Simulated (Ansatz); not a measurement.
Wanted: the native input for an Ansatz 0.2.0 run.

- Task: relaxation of cell and atoms
- Functional: PBEsol
- Dispersion: D3(BJ)
- Potentials or basis: Ansatz PAW
- Cutoff: 420 eV (not typed: the program's choice for these potentials)
- k mesh: 11 × 11 × 6
- Occupations: fermi-dirac, width 0.05 eV
- Spin: no spin polarisation

Crystal: Pd.

```xyz
2
Lattice="2.7837 0.0000 0.0000 -1.3918 2.4107 0.0000 0.0000 0.0000 4.6289" Properties=species:S:1:pos:R:3 pbc="T T T"
Pd    0.0000    1.6071    1.1572
Pd    1.3918    0.8036    3.4717
```

This isn't the form of Pd at room conditions, which is fcc.

These files were run (other wordings do the same):

input.yaml

```yaml
crystal:
  lattice:
    - [2.7836650458, 0.0, 0.0]
    - [-1.3918325229, 2.4107246453, 0.0]
    - [0.0, 0.0, 4.628893]
  atoms:
    - { symbol: Pd, position: [0.3333333333, 0.6666666667, 0.25] }
    - { symbol: Pd, position: [0.6666666667, 0.3333333333, 0.75] }
hamiltonian:
  xc: pbesol
  pseudopotentials: { kind: paw }
  dispersion: d3bj
kpoints:
  mp_grid: { grid: [11, 11, 6] }
scf:
  occupations: { method: fermi_dirac, width: 0.05 }
output:
  forces: true
  stress: true
  eigenvalues: true
relax:
  f_tol: 0.01
  max_steps: 40
  cell: { stress_tol: 0.05 }
```

Potentials or basis: Ansatz PAW.

Launch:

```console
$ ansatz run input.yaml --threads 2 --pin off --max-ram 5632MiB --backend cpu --events-out ev --progress --plain --runs-dir out
```

It gave:

```json
{
  "Relaxed volume": "14.14 Å³/atom",
  "Relaxed cell": "a = 2.696 Å, b = 2.696 Å, c = 4.491 Å, α = 90.00°, β = 90.00°, γ = 120.00°",
  "Space group after relaxing (to 0.05 Å)": "P6_3/mmc (No. 194)",
  "Energy gained by relaxing": "79.6 meV/atom",
  "Ionic steps": "9",
  "Pressure after relaxing": "0.0 GPa",
  "Band gap on the k mesh": "none (metal or under the smearing width)"
}
```

Caveat: the plane-wave basis is chosen anew once the cell has moved, so the energies of steps on either side of that aren't comparable; pairwise dispersion overbinds metals, which lowers pressure and volume; the PAW data sets come from PBE, with cores solved anew for the run's functional, which leaves a small shift of forces and pressure.

It took 6.5 s on 2 threads of Intel(R) Xeon(R) 6975P-C (Granite Rapids) (shared host), peak memory 0.35 GiB.
